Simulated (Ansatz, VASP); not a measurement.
**Al in VASP and in Ansatz**

```
CELL_PARAMETERS angstrom
0.00000 2.02481 2.02481
2.02481 0.00000 2.02481
2.02481 2.02481 0.00000
ATOMIC_POSITIONS crystal
Al 0.00000 0.00000 0.00000
```

Alike in both runs: task band structure; functional PBE; k mesh 11 × 11 × 11; occupations fermi-dirac, width 0.05 eV; no spin polarisation.

```csv
,VASP,Ansatz
version,VASP 6.6.1,Ansatz 0.2.0
potentials or method,"VASP PAW PBE potentials, release 64 (Al)",Ansatz PAW
plane-wave cutoff (eV),500,420
valence electrons in the cell,3,3
```

VASP gave:

| Item | Value |
| --- | --- |
| gap on the k mesh at the Fermi level (eV) | none |
| pressure (GPa) | -0.5 |

**Question.** Estimate Ansatz's values.

**Answer.** gap on the k mesh at the Fermi level (eV): none; pressure (GPa): -0.4.

A gap of «none» marks a metal or a gap that the smearing closes.
